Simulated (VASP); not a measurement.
# Nd (P6_3/mmc) in VASP: notebook

Runs on Nd. Level: PBEsol. Tasks: single point.

Program: VASP 6.6.1. These are calculated values, not measurements. Logs are shortened: lines on timing, memory, paths and dates and some standing lists are left out, and cuts for length are marked.

**1. The crystal as given**

It takes space group P6_3/mmc (No. 194, hexagonal). The conventional cell has a = 3.657 Å, b = 3.657 Å, c = 5.902 Å, α = 90.00°, β = 90.00°, γ = 120.00°. Nd (site symmetry -6m2) has 12 Nd at 3.63 to 3.66 Å as nearest neighbours.

This isn't the form of Nd at room conditions, which is double hcp.

**2. Single point, PBEsol, collinear spin, ferromagnetic start**

Input file INCAR:

```
SYSTEM = Nd
  ADDGRID = .FALSE.
  ALGO = Normal
  EDIFF = 1E-6
  ENCUT = 450
  GGA = PS
  ISIF = 2
  ISMEAR = 1
  ISPIN = 2
  LASPH = .TRUE.
  LCHARG = .FALSE.
  LMAXMIX = 6
  LORBIT = 11
  LREAL = .FALSE.
  LWAVE = .FALSE.
  MAGMOM = 3 3
  NBANDS = 25
  NELM = 100
  PREC = Accurate
  SIGMA = 0.2
```

Input file KPOINTS:

```
k-points
0
G
  5 5 3
  0 0 0
```

Input file POSCAR:

```
Nd
1.0
    3.6570000000      0.0000000000      0.0000000000
   -1.8285000000      3.1670549016      0.0000000000
    0.0000000000      0.0000000000      5.9020000000
Nd
2
Direct
    0.6666666667      0.3333333333      0.7500000000
    0.3333333333      0.6666666667      0.2500000000
```

Potentials or basis: VASP PAW PBE potentials, release 64 (Nd).

Command:

```bash
$ cat potpaw_PBE.64/Nd/POTCAR > POTCAR
$ mpirun -np 1 vasp_std > vasp.out
```

OUTCAR:

```text
SYSTEM = Nd
   EDIFF = 1E-6
   ENCUT = 450
   GGA = PS
   ISIF = 2
   ISMEAR = 1
   ISPIN = 2
   LASPH = .TRUE.
   LORBIT = 11
   LREAL = .FALSE.
   NELM = 100
   PREC = Accurate

 Found     10 irreducible k-points:

 Following reciprocal coordinates:
            Coordinates               Weight
  0.000000  0.000000  0.000000      1.000000
  0.200000  0.000000  0.000000      6.000000
  0.400000  0.000000  0.000000      6.000000
  0.200000  0.200000  0.000000      6.000000
  0.400000  0.200000  0.000000      6.000000
  0.000000  0.000000  0.333333      2.000000
   k-points           NKPTS =     10   k-points in BZ     NKDIM =     10   number of bands    NBANDS=     25
   number of dos      NEDOS =    301   number of ions     NIONS =      2
   total plane-waves  NPLWV =  32928
   dimension x,y,z NGX =    28 NGY =   28 NGZ =   42
   dimension x,y,z NGXF=    56 NGYF=   56 NGZF=   84
   ions per type =               2
   NGX,Y,Z   is equivalent  to a cutoff of  12.73, 12.73, 11.83 a.u.
   NGXF,Y,Z  is equivalent  to a cutoff of  25.46, 25.46, 23.66 a.u.
 SYSTEM =  Nd
   PREC   = accura    normal or accurate (medium, high low for compatibility)
   ISTART =      0    job   : 0-new  1-cont  2-samecut
   ICHARG =      2    charge: 1-file 2-atom 10-const
   ISPIN  =      2    spin polarized calculation?
   LNONCOLLINEAR =      F non collinear calculations
   LSORBIT =      F    spin-orbit coupling
   LASPH  =      T    aspherical Exc in radial PAW
   ENCUT  =  450.0 eV  33.07 Ry    5.75 a.u.   6.33  6.33 10.21*2*pi/ulx,y,z
   NELM   =    100;   NELMIN=  2; NELMDL= -5     # of ELM steps
   EDIFF  = 0.1E-05   stopping-criterion for ELM
   LREAL  =      F    real-space projection
   EDIFFG = 0.1E-04   stopping-criterion for IOM
   NSW    =      0    number of steps for IOM
   IBRION =     -1    ionic relax: 0-MD 1-quasi-New 2-CG
   NFREE  =      0    steps in history (QN), initial steepest desc. (CG)
   ISIF   =      2    stress and relaxation
   ISYM   =      2    0-nonsym 1-usesym 2-fastsym
   POTIM  = 0.5000    time-step for ionic-motion
   TEBEG  =    0.0;   TEEND  =   0.0 temperature during run
   PSTRESS=    0.0 pullay stress
   NELECT =      28.0000    total number of electrons
   NUPDOWN=      -1.0000    fix difference up-down
   EMIN   =  10.00;   EMAX   =-10.00  energy-range for DOS
   EFERMI =   0.00;   METHOD = LEGACY
   ISMEAR =     1;   SIGMA  =   0.20  broadening in eV -4-tet -1-fermi 0-gaus
   EFERMI_NEDOS =   21; number of points for ismear=-14 and -15
   IALGO  =     38    algorithm
   IMIX   =      4    mixing-type and parameters
     AMIX     =   0.40;   BMIX     =  1.00
     AMIX_MAG =   1.60;   BMIX_MAG =  1.00
  volume/ion in A,a.u.               =      34.18       230.65
  Fermi-wavevector in a.u.,A,eV,Ry     =   1.215815  2.297558 20.112224  1.478207
  Thomas-Fermi vector in A             =   2.351190
   LORBIT       =     11    0 simple, 1 ext, 2 COOP (PROOUT), +10 PAW based schemes
   GGA     = PS    functional components
   LHFCALC =     F    Hartree Fock is set to
   AEXX    =    0.0000 exact exchange contribution
   IVDW    =     0    specifies the selected vdW correction
   LEPSILON=     F    determine dielectric tensor
   LRPA    =     F    only Hartree local field effects (RPA)
 spin polarized calculation
 Methfessel and Paxton  Order N= 1 SIGMA  =   0.20
  energy-cutoff  :      450.00
  volume of cell :       68.36
 maximum number of plane-waves:      1490
 NGX is ok and might be reduce to    28
   NGX = 13   NGY = 13   NGZ = 21

 number of electron      28.0000009 magnetization       8.2197185

 Free energy of the ion-electron system (eV)
  ---------------------------------------------------
  ext. energy  EPLUGINS =         0.00000000
  ---------------------------------------------------
  free energy    TOTEN  =       -13.43426791 eV

  energy without entropy =      -13.47418927  energy(sigma->0) =      -13.44757503

 E-fermi :   4.4861     XC(G=0): -10.0241

 val. band max:        4.4851956634   @ k =   0.2000   0.2000   0.3333
 cond. band min:       4.4881639428   @ k =   0.4000   0.0000   0.0000
 fundamental gap:      0.0029682794
 Fermi energy:         4.4861033580

 spin component 1

 k-point     1 :       0.0000    0.0000    0.0000
  band No.  band energies     occupation
      1     -32.8164      1.00000
      2     -32.6677      1.00000
      3     -14.6245      1.00000
      4     -13.6214      1.00000
      5     -13.6214      1.00000
      6     -13.4582      1.00000
[... 17 lines left out ...]
     24       4.9542     -0.00229
     25       6.1530     -0.00000

 k-point     2 :       0.2000    0.0000    0.0000
  band No.  band energies     occupation
      1     -32.7735      1.00000
      2     -32.6487      1.00000
      3     -14.4841      1.00000
      4     -13.9447      1.00000
      5     -13.7842      1.00000
      6     -13.7197      1.00000
[... 17 lines left out ...]
     24       4.9523     -0.00238
     25       5.4698     -0.00000

 k-point     3 :       0.4000    0.0000    0.0000
  band No.  band energies     occupation
      1     -32.6935      1.00000
      2     -32.6275      1.00000
      3     -14.4447      1.00000
      4     -14.2501      1.00000
      5     -14.1763      1.00000
      6     -13.8637      1.00000
[... 17 lines left out ...]
     24       5.0341     -0.00037
     25       5.1217     -0.00003

 k-point     4 :       0.2000    0.2000    0.0000
  band No.  band energies     occupation
      1     -32.7107      1.00000
      2     -32.6297      1.00000
      3     -14.2520      1.00000
      4     -14.2168      1.00000
      5     -14.1904      1.00000
      6     -13.8534      1.00000
[... 17 lines left out ...]
     24       4.9594     -0.00206
     25       5.1309     -0.00003

 k-point     5 :       0.4000    0.2000    0.0000
  band No.  band energies     occupation
      1     -32.6597      1.00000
      2     -32.6292      1.00000
      3     -14.4314      1.00000
      4     -14.2386      1.00000
      5     -14.0625      1.00000
      6     -14.0105      1.00000
[... 17 lines left out ...]
     24       5.0600     -0.00019
     25       5.0947     -0.00007

 k-point     6 :       0.0000    0.0000    0.3333
  band No.  band energies     occupation
      1     -32.7799      1.00000
      2     -32.7054      1.00000
      3     -14.3437      1.00000
      4     -13.7343      1.00000
      5     -13.5811      1.00000
      6     -13.5811      1.00000
[... 17 lines left out ...]
     24       4.8040     -0.02356
     25       5.9372     -0.00000

 [... further k-points ...]

 spin component 2

 k-point     1 :       0.0000    0.0000    0.0000
  band No.  band energies     occupation
      1     -31.1736      1.00000
      2     -31.0108      1.00000
      3     -13.3407      1.00000
      4     -12.2874      1.00000
      5     -12.2874      1.00000
      6     -12.1158      1.00000
[... 17 lines left out ...]
     24       7.4559     -0.00000
     25       7.6530     -0.00000

 k-point     2 :       0.2000    0.0000    0.0000
  band No.  band energies     occupation
      1     -31.1265      1.00000
      2     -30.9904      1.00000
      3     -13.1900      1.00000
      4     -12.6333      1.00000
      5     -12.4627      1.00000
      6     -12.3928      1.00000
[... 17 lines left out ...]
     24       7.1575     -0.00000
     25       7.3388     -0.00000

 k-point     3 :       0.4000    0.0000    0.0000
  band No.  band energies     occupation
      1     -31.0390      1.00000
      2     -30.9672      1.00000
      3     -13.1667      1.00000
      4     -12.9536      1.00000
      5     -12.8596      1.00000
      6     -12.5462      1.00000
[... 17 lines left out ...]
     24       7.0874     -0.00000
     25       7.1503     -0.00000

 k-point     4 :       0.2000    0.2000    0.0000
  band No.  band energies     occupation
      1     -31.0579      1.00000
      2     -30.9696      1.00000
      3     -12.9412      1.00000
      4     -12.9275      1.00000
      5     -12.8902      1.00000
      6     -12.5323      1.00000
[... 17 lines left out ...]
     24       7.1118     -0.00000
     25       7.2297     -0.00000

 k-point     5 :       0.4000    0.2000    0.0000
  band No.  band energies     occupation
      1     -31.0024      1.00000
      2     -30.9693      1.00000
      3     -13.1549      1.00000
      4     -12.9396      1.00000
      5     -12.7562      1.00000
      6     -12.6819      1.00000
[... 17 lines left out ...]
     24       7.0060     -0.00000
     25       7.2063     -0.00000

 k-point     6 :       0.0000    0.0000    0.3333
  band No.  band energies     occupation
      1     -31.1337      1.00000
      2     -31.0523      1.00000
      3     -13.0428      1.00000
      4     -12.3934      1.00000
      5     -12.2450      1.00000
      6     -12.2450      1.00000
[... 17 lines left out ...]
     24       7.3622     -0.00000
     25       7.3869     -0.00000

 [... further k-points ...]

------------------------ aborting loop because EDIFF is reached ----------------------------------------

  FORCE on cell =-STRESS in cart. coord.  units (eV):
  Direction    XX          YY          ZZ          XY          YZ          ZX
  --------------------------------------------------------------------------------------
  -------------------------------------------------------------------------------------
  Total       -1.2417815     -1.2417815     -1.3319569      0.0000000     -0.0000000      0.0000000
  in kB      -29.1055634    -29.1055634    -31.2191447      0.0000000     -0.0000000      0.0000000
  external PRESSURE =     -29.8100905 kB  Pullay stress =       0.0000000 kB

 VOLUME and BASIS-vectors are now :
 -----------------------------------------------------------------------------
  energy-cutoff  :      450.00
  volume of cell :       68.36
      direct lattice vectors                 reciprocal lattice vectors
     3.657000000  0.000000000  0.000000000     0.273448182  0.157875381  0.000000000
    -1.828500000  3.167054902  0.000000000     0.000000000  0.315750762  0.000000000
     0.000000000  0.000000000  5.902000000     0.000000000  0.000000000  0.169434090

 POSITION                                       TOTAL-FORCE (eV/Angst)
 -----------------------------------------------------------------------------------
      1.82850      1.05568      4.42650         0.000000      0.000000      0.000000
     -0.00000      2.11137      1.47550        -0.000000     -0.000000      0.000000
 -----------------------------------------------------------------------------------
    total drift:                               -0.000000      0.000000     -0.000000

  FREE ENERGIE OF THE ION-ELECTRON SYSTEM (eV)
  ---------------------------------------------------
  free  energy   TOTEN  =       -13.4342679084 eV

  energy  without entropy=      -13.4741892684  energy(sigma->0) =      -13.44757503

 total charge

# of ion       s       p       d       f       tot
--------------------------------------------------
    1        2.017   5.346   0.552   3.268  11.182
    2        2.017   5.346   0.552   3.268  11.182
--------------------------------------------------
tot          4.034  10.691   1.103   6.536  22.365

 magnetization (x)

# of ion       s       p       d       f       tot
--------------------------------------------------
    1       -0.002  -0.095   0.215   3.243   3.361
    2       -0.002  -0.095   0.215   3.243   3.361
--------------------------------------------------
tot         -0.003  -0.191   0.431   6.486   6.722
```

Wall time 42 s (1 thread of Intel Xeon 6975P-C (Granite Rapids), shared host); peak memory 0.21 GiB.

These settings aren't checked as converged: the numbers below hold their error.

What came out:

```yaml
Free_energy: -13.4343 eV
Pressure: -3.0 GPa
Band_gap_on_the_k_mesh: none (metal or under the smearing width)
Net_moment: 8.22 μB per cell
Site_moments: Nd +3.36 μB
Valence_electrons_inside_the_program's_atomic_spheres: Nd 11.18
```

Caveat: the k mesh is coarse (spacing up to 0.40 Å⁻¹), so the values aren't converged; the magnetic or orbital state may not be the lowest; the PAW data sets were made with another functional, which shifts forces and pressure a little; spin-orbit coupling is left out, which moves the levels of the heavy elements.

**3. Single point, PBEsol, collinear spin, ferromagnetic start**

Changes to INCAR since step 2:

```diff
@@ -19,2 +19,2 @@
   PREC = Accurate
-  SIGMA = 0.2
+  SIGMA = 0.4
```

KPOINTS is that of step 2.

POSCAR is that of step 2.

Potentials or basis: VASP PAW PBE potentials, release 64 (Nd).

Command:

```bash
$ cat potpaw_PBE.64/Nd/POTCAR > POTCAR
$ mpirun -np 1 vasp_std > vasp.out
```

Run time: 51 s. Hardware: 1 thread of Intel Xeon 6975P-C (Granite Rapids), shared host; peak memory 0.21 GiB.

These settings aren't checked as converged: the numbers below hold their error.

What came out:

```
Free energy                                           : -13.4342 eV
Pressure                                              : -3.0 GPa
Band gap on the k mesh                                : none (metal or under the smearing width)
Net moment                                            : 8.24 μB per cell
Site moments                                          : Nd +3.36 μB
Valence electrons inside the program's atomic spheres : Nd 11.18
```

Caveat: the k mesh is coarse (spacing up to 0.40 Å⁻¹), so the values aren't converged; the magnetic or orbital state may not be the lowest; the PAW data sets were made with another functional, which shifts forces and pressure a little; spin-orbit coupling is left out, which moves the levels of the heavy elements.

**4. Single point, PBEsol, collinear spin, ferromagnetic start**

INCAR is that of step 3.

KPOINTS is that of step 3.

Input file POSCAR:

```
Nd
1.0
    3.6570000000      0.0000000000      0.0000000000
   -1.8285000000      3.1670549016      0.0000000000
    0.0000000000      0.0000000000      5.9020000000
Nd
2
Direct
    0.6610320000      0.3594110000      0.7523530000
    0.3385870000      0.6732530000      0.2642130000
```

Command:

```bash
$ cat potpaw_PBE.64/Nd/POTCAR > POTCAR
$ mpirun -np 1 vasp_std > vasp.out
```

It took 3.5 min on 1 thread of Intel Xeon 6975P-C (Granite Rapids), shared host; peak memory 0.26 GiB.

The run converged, but some of its settings lie outside the range that counts as converged, so its numbers aren't taken as properties of the crystal.

What came out:

* Free energy: -13.4292 eV
* Pressure: -2.8 GPa
* Largest force: 0.097 eV/Å
* Band gap on the k mesh: none (metal or under the smearing width)
* Net moment: 8.25 μB per cell
* Site moments: Nd +3.37 μB
* Valence electrons inside the program's atomic spheres: Nd 11.18

Caveat: the k mesh is coarse (spacing up to 0.40 Å⁻¹), so the values aren't converged; the magnetic or orbital state may not be the lowest; the PAW data sets were made with another functional, which shifts forces and pressure a little; spin-orbit coupling is left out, which moves the levels of the heavy elements.

**5. Single point, PBEsol, collinear spin, ferromagnetic start**

Changes to INCAR since step 4:

```diff
@@ -19,2 +19,2 @@
   PREC = Accurate
-  SIGMA = 0.4
+  SIGMA = 0.1
```

KPOINTS is that of step 4.

Input file POSCAR:

```
Nd
1.0
    3.6570000000      0.0000000000      0.0000000000
   -1.8285000000      3.1670549016      0.0000000000
    0.0000000000      0.0000000000      5.9020000000
Nd
2
Direct
    0.6666666667      0.3333333333      0.7500000000
    0.3333333333      0.6666666667      0.2500000000
```

Command:

```bash
$ cat potpaw_PBE.64/Nd/POTCAR > POTCAR
$ mpirun -np 1 vasp_std > vasp.out
```

Run time: 82 s. Hardware: 1 thread of Intel Xeon 6975P-C (Granite Rapids), shared host; peak memory 0.21 GiB.

The run converged, but some of its settings lie outside the range that counts as converged, so its numbers aren't taken as properties of the crystal.

What came out:

```
Free energy                                           : -13.2993 eV
Pressure                                              : -2.9 GPa
Band gap on the k mesh                                : none (metal or under the smearing width)
Net moment                                            : 8.23 μB per cell
Site moments                                          : Nd +3.37 μB
Valence electrons inside the program's atomic spheres : Nd 11.19
```

Caveat: the k mesh is coarse (spacing up to 0.40 Å⁻¹), so the values aren't converged; the magnetic or orbital state may not be the lowest; the PAW data sets were made with another functional, which shifts forces and pressure a little; spin-orbit coupling is left out, which moves the levels of the heavy elements.

**6. Single point, PBEsol, collinear spin, ferromagnetic start**

INCAR is that of step 5.

KPOINTS is that of step 5.

Input file POSCAR:

```
Nd
1.0
    3.6570000000      0.0000000000      0.0000000000
   -1.8285000000      3.1670549016      0.0000000000
    0.0000000000      0.0000000000      5.9020000000
Nd
2
Direct
    0.6610320000      0.3594110000      0.7523530000
    0.3385870000      0.6732530000      0.2642130000
```

Potentials or basis: VASP PAW PBE potentials, release 64 (Nd).

Command:

```bash
$ cat potpaw_PBE.64/Nd/POTCAR > POTCAR
$ mpirun -np 1 vasp_std > vasp.out
```

Wall time 7.3 min (1 thread of Intel Xeon 6975P-C (Granite Rapids), shared host); peak memory 0.28 GiB.

The run converged, but some of its settings lie outside the range that counts as converged, so its numbers aren't taken as properties of the crystal.

What came out:

```
Free energy                                           : -13.4489 eV
Pressure                                              : -2.8 GPa
Largest force                                         : 0.102 eV/Å
Band gap on the k mesh                                : none (metal or under the smearing width)
Net moment                                            : 8.18 μB per cell
Site moments                                          : Nd +3.35 μB
Valence electrons inside the program's atomic spheres : Nd 11.18
```

Caveat: the k mesh is coarse (spacing up to 0.40 Å⁻¹), so the values aren't converged; the magnetic or orbital state may not be the lowest; the PAW data sets were made with another functional, which shifts forces and pressure a little; spin-orbit coupling is left out, which moves the levels of the heavy elements.

**7. For comparison**

An earlier run on the cell as given: functional PBE; potentials or basis VASP PAW PBE potentials, release 64 (Nd); cutoff 520 eV; k mesh 8 × 8 × 5; occupations fermi-dirac, width 0.05 eV; collinear spin, ferromagnetic start; starting moments [3.0, 3.0] μB.

- Pressure: 0.4 GPa
- Band gap on the k mesh: none (metal or under the smearing width)
- Net moment: 8.23 μB per cell
- Site moments: Nd +3.36 μB
- Valence electrons inside the program's atomic spheres: Nd 11.21
